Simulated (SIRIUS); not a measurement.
# Sn (P1) in SIRIUS: single point with PBE

Aim: the single point of Sn with PBE.

Program: SIRIUS 7.10.0. These are calculated values, not measurements. Logs are shortened: lines on timing, memory, paths and dates and some standing lists are left out, and cuts for length are marked. The log counts tension as positive stress, the text compression.

**1. The cell of the first run**

The typed cell holds 3 atoms: a = 4.558 Å, b = 4.558 Å, c = 4.558 Å, α = 90.00°, β = 90.00°, γ = 90.00°.

The cell was built by a generator and needn't be a form met in nature.

**2. Single point, PBE (atoms moved at random, drawn with an rms of 0.05 Å)**

sirius.json

```json
{
  "control": {
    "processing_unit": "cpu",
    "verbosity": 2,
    "num_bands_to_print": 31,
    "print_forces": true,
    "print_stress": true
  },
  "parameters": {
    "electronic_structure_method": "pseudopotential",
    "xc_functionals": ["XC_GGA_X_PBE", "XC_GGA_C_PBE"],
    "gk_cutoff": 8.5,
    "pw_cutoff": 17.0,
    "ngridk": [6, 6, 6],
    "shiftk": [0, 0, 0],
    "smearing": "fermi_dirac",
    "smearing_width": 0.0018374661,
    "num_bands": 31,
    "num_mag_dims": 0,
    "num_dft_iter": 100,
    "energy_tol": 1e-08,
    "density_tol": 1e-06
  },
  "iterative_solver": {
    "type": "davidson",
    "min_tolerance": 1e-09,
    "tolerance_scale": [0.1, 0.25]
  },
  "mixer": {
    "type": "anderson",
    "beta": 0.7,
    "max_history": 8
  },
  "settings": {
    "tol_ne": 1e-10,
    "pseudo_grid_cutoff": 6.5
  },
  "unit_cell": {
    "lattice_vectors": [
      [8.613674032224, 0.0, 0.0],
      [0.0, 8.613674032224, 0.0],
      [0.0, 0.0, 8.613674032224]
    ],
    "atom_coordinate_units": "lattice",
    "atom_types": ["Sn"],
    "atom_files": {
      "Sn": "Sn.json"
    },
    "atoms": {
      "Sn": [
        [0.503725, 0.009372, 0.00649],
        [0.003034, 0.501491, -0.002373],
        [-0.002974, 0.006051, 0.502527]
      ]
    }
  }
}
```

Potentials or basis: PseudoDojo 0.4.1 PBE standard (scalar relativistic).

Run with:

```bash
$ upf_to_json Sn.upf
$ OMP_NUM_THREADS=1 sirius.scf --input=sirius.json --output=out.json --task=0
```

Output:

```text
[info] SIRIUS version : 7.10.0
[info] number of MPI ranks           : 1
[info] MPI grid                      : 1 1
[info] maximum number of OMP threads : 1
[fft] FFT context for density and potential
[fft] =====================================
[fft]   comm size                             : 1
[fft]   plane wave cutoff                     : 17
[fft]   grid size                             : 50 50 50   total : 125000
[fft]   grid limits                           : -24 25   -24 25   -24 25
[fft]   number of G-vectors within the cutoff : 26462
[fft]   local number of G-vectors             : 26462
[fft]   number of G-shells                    : 1378
[fft] FFT context for coarse grid
[fft] =====================================
[fft]   comm size                             : 1
[fft]   plane wave cutoff                     : 17
[fft]   grid size                             : 50 50 50   total : 125000
[fft]   grid limits                           : -24 25   -24 25   -24 25
[fft]   number of G-vectors within the cutoff : 26462
[fft]   local number of G-vectors             : 26462
[fft]   number of G-shells                    : 1378
[unit cell] lattice vectors
[unit cell]   a1 :       8.6136740322      0.0000000000      0.0000000000
[unit cell]   a2 :       0.0000000000      8.6136740322      0.0000000000
[unit cell]   a3 :       0.0000000000      0.0000000000      8.6136740322
[unit cell] reciprocal lattice vectors
[unit cell]   b1 :       0.7294431254      0.0000000000      0.0000000000
[unit cell]   b2 :       0.0000000000      0.7294431254      0.0000000000
[unit cell]   b3 :       0.0000000000      0.0000000000      0.7294431254
[unit cell] unit cell volume :       639.09482089 [a.u.^3]
[unit cell] 1/sqrt(omega)    :         0.03955645
[unit cell] MT volume        :         0.00000000 ( 0.00%)
[unit cell] IT volume        :       639.09482089 (100.00%)
[unit cell] number of atom types : 1
[unit cell] type id : 0 symbol : Sn mt_radius :  16.270000 num_atoms : 3
[unit cell] total number of atoms : 3
[unit cell] number of symmetry classes : 3
[unit cell] number of PAW atoms : 0
[unit cell] atom id  type id  class id             position                      vector_field
[unit cell] ------------------------------------------------------------------------------------------
[unit cell]      0        0        0      0.50372   0.00937   0.00649      0.00000   0.00000   0.00000
[unit cell]      1        0        1      0.00303   0.50149  -0.00237      0.00000   0.00000   0.00000
[unit cell]      2        0        2     -0.00297   0.00605   0.50253      0.00000   0.00000   0.00000
[unit cell] atom id         position (Cartesian, a.u.)
[unit cell] ---------------------------------------------
[unit cell]      0       4.338923    0.080727    0.055903
[unit cell]      1       0.026134    4.319680   -0.020440
[unit cell]      2      -0.025617    0.052121    4.328604
[unit cell] class id : 0 atom id : 0
[unit cell] class id : 1 atom id : 1
[unit cell] class id : 2 atom id : 2
[unit cell] minimum bond length:     6.025938
[unit cell] total number of pseudo wave-functions: 27
[sym] space group number   : 1
[sym] international symbol : P1
[... 255 lines left out ...]
[diagonalize] ik:    3   -0.464903   -0.461718   -0.460624   -0.460034   -0.459957   -0.459066   -0.458994   -0.458659   -0.458581   -0.458052   -0.457195   -0.457161   -0.456304   -0.456005   -0.452827   -0.015566    0.038144    0.194648    0.278117    0.278232    0.351968    0.353119    0.364724    0.377849    0.388608    0.521615    0.521707    0.612632    0.617220    0.640121    0.673964
[diagonalize] ik:    4   -0.465219   -0.464539   -0.464531   -0.463838   -0.460878   -0.460495   -0.457730   -0.457646   -0.457631   -0.456704   -0.456281   -0.454302   -0.453683   -0.453674   -0.452829   -0.053055    0.129545    0.182633    0.241468    0.241594    0.281934    0.420616    0.427969    0.428595    0.439596    0.496938    0.518455    0.518631    0.613062    0.629959    0.659054
[diagonalize] ...
[diagonalize] ik:  107   -0.462658   -0.461867   -0.461764   -0.460625   -0.460418   -0.459780   -0.459284   -0.458403   -0.457648   -0.457588   -0.457033   -0.456747   -0.456182   -0.455415   -0.454502    0.021121    0.061300    0.107470    0.230679    0.234448    0.297221    0.334769    0.405529    0.469786    0.496822    0.501218    0.531609    0.555028    0.652556    0.654899    0.680588
[diagonalize] ik:  108   -0.462190   -0.462166   -0.460759   -0.459585   -0.459183   -0.459015   -0.458970   -0.458437   -0.458373   -0.458191   -0.458124   -0.457275   -0.456617   -0.455549   -0.455534    0.040227    0.064023    0.064579    0.204211    0.325028    0.343689    0.367673    0.368528    0.396276    0.396418    0.549764    0.557598    0.572706    0.603710    0.681549    0.681670
[diagonalize] ik:  109   -0.462188   -0.462163   -0.461402   -0.460466   -0.460456   -0.460056   -0.459800   -0.458213   -0.457645   -0.457547   -0.457469   -0.456626   -0.455717   -0.455066   -0.455055    0.047947    0.069528    0.070097    0.207554    0.249412    0.301731    0.301959    0.431368    0.474695    0.475114    0.482692    0.575812    0.606189    0.643054    0.689635    0.689750
[diagonalize] ik:  110   -0.462296   -0.462269   -0.462197   -0.461582   -0.461556   -0.461253   -0.460795   -0.457355   -0.457119   -0.457113   -0.456907   -0.456643   -0.454296   -0.454147   -0.454141    0.069920    0.083139    0.083744    0.180838    0.215009    0.243398    0.243589    0.433161    0.529968    0.566807    0.567009    0.582770    0.611941    0.716876    0.717043    0.720395
[diagonalize] ik:  111   -0.462517   -0.462504   -0.462492   -0.461815   -0.461797   -0.461787   -0.461073   -0.457022   -0.457016   -0.457003   -0.456657   -0.456652   -0.453756   -0.453742   -0.453738    0.092022    0.092147    0.092317    0.143611    0.219195    0.219272    0.219347    0.415040    0.586448    0.586483    0.614986    0.615011    0.615111    0.752765    0.767632    0.767733
[find] Charges and magnetic moments
[find] --------------------------------------------------------------------------------
[find] total charge          : 42.000000
[find] Energy
[find] --------------------------------------------------------------------------------
[find] valence_eval_sum               :     -11.76361768
[find] <rho|V^{XC}>                   :     -37.66420827
[find] <rho|E^{XC}>                   :     -66.08429871
[find] <mag|B^{XC}>                   :       0.00000000
[find] <rho|V^{H}>                    :     119.25927108
[find] one-electron contribution      :     -93.35868049 (Ha),    -186.71736099 (Ry)
[find] hartree contribution           :      59.62963554
[find] xc contribution                :     -66.08429871
[find] ewald contribution             :    -136.59711303
[find] PAW contribution               :       0.00000000
[find] smearing (-TS)                 :      -0.00066756
[find] SCF correction                 :      -0.00000271
[find] Total energy                   :    -236.41045940 (Ha),    -472.82091879 (Ry)
[find] Free energy (E-TS)             :    -236.41112696 (Ha),    -472.82225392 (Ry)
[find] band gap (eV)                  :       0.00000000
[find] Efermi                         :       0.32214089
[find] iteration : 9, RMS : 8.782690424718e-08, energy difference : -7.424631576214e-09
[find] Hartree energy of density residual : 5.716676423262e-12
[find] bands are converged : false
[find] iterative solver converged : true
[find] converged after 10 SCF iterations!
[find] Charges and magnetic moments
[find] --------------------------------------------------------------------------------
[find] total charge          : 42.000000
[find] Energy
[find] --------------------------------------------------------------------------------
[find] valence_eval_sum               :     -11.76361768
[find] <rho|V^{XC}>                   :     -37.66420827
[find] <rho|E^{XC}>                   :     -66.08429871
[find] <mag|B^{XC}>                   :       0.00000000
[find] <rho|V^{H}>                    :     119.25927108
[find] one-electron contribution      :     -93.35868049 (Ha),    -186.71736099 (Ry)
[find] hartree contribution           :      59.62963554
[find] xc contribution                :     -66.08429871
[find] ewald contribution             :    -136.59711303
[find] PAW contribution               :       0.00000000
[find] smearing (-TS)                 :      -0.00066756
[find] SCF correction                 :      -0.00000271
[find] Total energy                   :    -236.41045940 (Ha),    -472.82091879 (Ry)
[find] Free energy (E-TS)             :    -236.41112696 (Ha),    -472.82225392 (Ry)
[find] band gap (eV)                  :       0.00000000
[find] Efermi                         :       0.32214089
[ground_state] === stress tensor components [kbar] ===
[ground_state] === stress_kin ===
[ground_state] -43215.509859   -0.046651    0.064572
[ground_state]    -0.046651-43215.600004   -0.025351
[ground_state]     0.064572   -0.025351-43215.482280
[ground_state] === stress_har ===
[ground_state] -9152.209798   -0.782630   -3.885575
[ground_state]    -0.782630-9142.179803    1.332103
[ground_state]    -3.885575    1.332103-9156.376069
[ground_state] === stress_ewald ===
[ground_state] 20957.794911   -1.437788   -6.881135
[ground_state]    -1.43778820973.137155    1.670582
[ground_state]    -6.881135    1.67058220952.151266
[ground_state] === stress_vloc ===
[ground_state]   522.222398    2.197923   10.797013
[ground_state]     2.197923  496.926660   -3.069717
[ground_state]    10.797013   -3.069717  531.968444
[ground_state] === stress_xc ===
[ground_state] -12747.081754   -0.000532   -0.011296
[ground_state]    -0.000532-12747.070438    0.001837
[ground_state]    -0.011296    0.001837-12747.082245
[ground_state] === stress_core ===
[ground_state] 18935.477965    0.001348   -0.003057
[ground_state]     0.00134818935.480237    0.000120
[ground_state]    -0.003057    0.00012018935.477544
[ground_state] === stress_nonloc ===
[ground_state] 24699.400775   -0.030770   -0.130687
[ground_state]    -0.03077024699.504263   -0.012336
[ground_state]    -0.130687   -0.01233624699.429839
[ground_state] === stress_us_nl ===
[ground_state] 24699.400775   -0.030770   -0.130687
[ground_state]    -0.03077024699.504263   -0.012336
[ground_state]    -0.130687   -0.01233624699.429839
[ground_state] === stress_total ===
[ground_state]     0.094638   -0.099101   -0.050165
[ground_state]    -0.099101    0.198071   -0.102763
[ground_state]    -0.050165   -0.102763    0.086498
[ground_state] ==== total Forces in Ha/bohr =====
[ground_state] atom:    0, force:      -0.0012171     -0.0010405      0.0000144
[ground_state] atom:    1, force:       0.0005667      0.0020429      0.0001359
[ground_state] atom:    2, force:       0.0006496     -0.0009981     -0.0001511
[ground_state] ==== ultrasoft contribution from Qij =====
[ground_state] atom:    0, force:       0.0000000      0.0000000      0.0000000
[ground_state] atom:    1, force:       0.0000000      0.0000000      0.0000000
[ground_state] atom:    2, force:       0.0000000      0.0000000      0.0000000
[ground_state] ==== non-local contribution from Beta-projector =====
[ground_state] atom:    0, force:       0.0033554      0.0035401      0.0005295
[ground_state] atom:    1, force:      -0.0014024     -0.0056499     -0.0010209
[ground_state] atom:    2, force:      -0.0024637      0.0029592      0.0004286
[ground_state] ==== contribution from local potential =====
[ground_state] atom:    0, force:       0.1618606      0.1334560     -0.0160368
[ground_state] atom:    1, force:      -0.0846669     -0.2723548     -0.0043658
[ground_state] atom:    2, force:      -0.0766722      0.1380301      0.0204665
[ground_state] ==== contribution from core density =====
[ground_state] atom:    0, force:      -0.0000390     -0.0000470     -0.0000698
[ground_state] atom:    1, force:      -0.0000364      0.0000654      0.0000731
[ground_state] atom:    2, force:       0.0000602      0.0000064     -0.0000052
[ground_state] ==== Ewald forces from ions =====
[ground_state] atom:    0, force:      -0.1663958     -0.1379903      0.0155905
[ground_state] atom:    1, force:       0.0866706      0.2799871      0.0054502
[ground_state] atom:    2, force:       0.0797252     -0.1419968     -0.0210407
[~DFT_ground_state] local op. applied: 83903
[~DFT_ground_state] evp. work count: 10943.5
[~DFT_ground_state] number of iterative solver steps: 5476
```

Run time: 8.6 min. Hardware: 1 thread of Arm Neoverse V1, shared host; peak memory 1.6 GiB.

Results:

| Item | Value |
| --- | --- |
| Free energy | -6433.0745 eV |
| Pressure | 0.0 GPa |
| Largest force | 0.109 eV/Å |
| Band gap on the k mesh | none (metal or under the smearing width) |

Forces in eV/Å, atoms in the order of the input:
```
Sn  -0.063 -0.054  0.001
Sn   0.029  0.105  0.007
Sn   0.033 -0.051 -0.008
```
